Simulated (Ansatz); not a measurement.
**Polymorphs of BiSe2**

Level of theory: DFT r2SCAN, scalar-relativistic, plane waves, PAW in Ansatz. All cells share a 500 eV cutoff and Γ-centred k meshes spaced at most 0.3 Å⁻¹ (0.19 for metals, 2π included).

These are static lattice energies at zero pressure. Larger cells and other orderings weren't all tried, so the list isn't exhaustive. The k mesh leaves about 4 meV/atom of noise in metals. Spin–orbit coupling is left out. No run is spin-polarised.

```json
{"#": "1", "started from": "2H molybdenite type, changed", "space group": "P6_3/mmc (No. 194)", "atoms": "6", "V (Å³/atom)": "28.3", "ΔE (meV/atom)": "0", "gap on mesh (eV)": "0.00"}
{"#": "2", "started from": "rutile type", "space group": "P4_2/mnm (No. 136)", "atoms": "6", "V (Å³/atom)": "31.8", "ΔE (meV/atom)": "32", "gap on mesh (eV)": "0.00"}
```

The lowest structure: Space group P6_3/mmc (No. 194), hexagonal, a = 4.084 Å, c = 11.745 Å. Around Bi lie 6 Se at 2.94 Å; Se has 3 Bi at 2.94 Å and 4 Se at 3.33–3.52 Å. Its energy against the elements is -0.03 eV/atom. Formation energies are uncorrected and refer to the lowest elemental structures computed at the same level.

```xyz
6
Lattice="4.0836 0.0000 0.0000 -2.0418 3.5365 0.0000 0.0000 0.0000 11.7449" Properties=species:S:1:pos:R:3 pbc="T T T"
Bi    0.0000    2.3577    2.9362
Bi    2.0418    1.1788    8.8086
Se    0.0000    2.3577    7.0496
Se    2.0418    1.1788    1.1771
Se    0.0000    2.3577   10.5677
Se    2.0418    1.1788    4.6953
```

The second: Space group P4_2/mnm (No. 136), tetragonal, a = 6.535 Å, c = 4.471 Å. Bi has 6 Se at 2.84–2.86 Å; Se is coordinated by 3 Bi at 2.84–2.86 Å.